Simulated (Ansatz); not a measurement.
BAs:

```
As B
1.0
     0.00000    2.38850    2.38850
     2.38850    0.00000    2.38850
     2.38850    2.38850    0.00000
As B
1 1
Direct
  0.75000 0.75000 0.75000
  0.00000 0.00000 0.00000
```

Base run:

| Property | Result |
| --- | --- |
| Program | Ansatz 0.2.0 |
| Functional | PBE |
| Potentials or basis | Ansatz PAW |
| Cutoff | 420 eV (not typed: the program's choice for these potentials) |
| k mesh | 10 × 10 × 10 |
| Occupations | fermi-dirac, width 0.05 eV |
| Spin | no spin polarisation |

Its results: band gap on the k mesh 1.18 eV, indirect (least direct gap 3.28 eV); pressure 2.8 GPa.

**Question.** The run is repeated on the same cell with these changes: functional from PBE to PBEsol. What comes out?

**Answer.** Band gap on the k mesh 1.09 eV, indirect (least direct gap 3.24 eV); pressure -0.8 GPa.

PBEsol binds more tightly than PBE, so the same cell stands under less pressure.

Caveats: the PAW data sets come from PBE, with cores solved anew for the run's functional, which leaves a small shift of forces and pressure (some runs).
